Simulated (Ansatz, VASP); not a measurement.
# One calculation of Pt, two programs

```
Pt
1.0
    -1.54921    1.54921    1.54921
     1.54921   -1.54921    1.54921
     1.54921    1.54921   -1.54921
Pt
1
Direct
  0.00000 0.00000 0.00000
```

Alike in both runs: task single point; functional r2SCAN; k mesh 16 × 16 × 16; occupations fermi-dirac, width 0.1 eV; no spin polarisation.

|  | VASP | Ansatz |
| --- | --- | --- |
| version | VASP 6.6.1 | Ansatz 0.2.0 |
| potentials or method | VASP PAW PBE potentials, release 64 (Pt) | plane waves (500 eV) with PAW, scalar-relativistic |
| plane-wave cutoff (eV) | 520 | 500 |
| valence electrons in the cell | 10 | 18 |

Ansatz gave:

* pressure (GPa): 11.8

Task: Estimate VASP's values.

Result: Pressure (GPa): 12.7.

The two sets of potentials don't hold the same shells in valence.

Caveats: the PAW data sets were made with another functional, which shifts forces and pressure a little (VASP). Spin-orbit coupling is left out, which matters for the levels of Pt.
